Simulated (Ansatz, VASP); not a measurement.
# One calculation of Pt, two programs

run.py

```python
from ase import Atoms
from ase.calculators.vasp import Vasp
from ase.dft.bandgap import bandgap

atoms = Atoms(
    ['Pt'],
    cell=[[0.0, 1.9609, 1.9609], [1.9609, 0.0, 1.9609], [1.9609, 1.9609, 0.0]],
    scaled_positions=[[0.0, 0.0, 0.0]],
    pbc=True,
)
calc = Vasp(
    directory='calc',
    xc='pbesol',
    pp='PBE',
    setups='recommended',
    prec='Accurate',
    encut=520,
    ediff=1e-06,
    ismear=0,
    sigma=0.02,
    lreal=False,
    lasph=True,
    nelm=100,
    algo='Fast',
    isif=2,
    lwave=False,
    lcharg=True,
    lelf=True,
    lvhar=True,
    kpts=[12, 12, 12],
    gamma=True,
    nbands=11,
)
atoms.calc = calc

print('energy (eV):', atoms.get_potential_energy())
print('free energy (eV):', atoms.get_potential_energy(force_consistent=True))
print('forces (eV/A):')
print(atoms.get_forces())
print('stress (eV/A^3, Voigt):', atoms.get_stress())
print('Fermi level (eV):', calc.get_fermi_level())
gap, top, bottom = bandgap(calc)
print('band gap (eV):', gap, 'from (spin, k, band)', top, 'to', bottom)
```

Contents of input.yaml:

```yaml
crystal:
  lattice:
    - [0.0, 1.9609, 1.9609]
    - [1.9609, 0.0, 1.9609]
    - [1.9609, 1.9609, 0.0]
  atoms:
    - { symbol: Pt, position: [0.0, 0.0, 0.0] }
hamiltonian:
  xc: pbesol
  pseudopotentials: { kind: paw }
kpoints:
  mp_grid: { grid: [12, 12, 12] }
scf:
  occupations: { method: gaussian, width: 0.02 }
output:
  forces: true
  stress: true
  eigenvalues: true
  write_density: true
  write_potential: true
  elf: true
  volumetric_format: npy
```

Alike in both runs: task single point; functional PBEsol; k mesh 12 × 12 × 12; occupations gaussian, width 0.02 eV; no spin polarisation.

```csv
,VASP,Ansatz
version,VASP 6.6.1,Ansatz 0.2.0
potentials or method,"VASP PAW PBE potentials, release 64 (Pt)",Ansatz PAW
plane-wave cutoff (eV),520,420
valence electrons in the cell,10,18
```

Ansatz gave:

- gap on the k mesh at the Fermi level (eV): none
- pressure (GPa): -0.6

Question: Which values does VASP return?

Answer: gap on the k mesh at the Fermi level (eV): none; pressure (GPa): -1.1.

A gap of «none» marks a metal or a gap that the smearing closes. With one functional, cell and mesh, what is left measures potentials, basis and numerics. The two sets of potentials don't hold the same shells in valence.

Caveats: the PAW data sets were made with another functional, which shifts forces and pressure a little (VASP); the PAW data sets come from PBE, with cores solved anew for the run's functional, which leaves a small shift of forces and pressure (Ansatz). Spin-orbit coupling is left out, which matters for the levels of Pt.
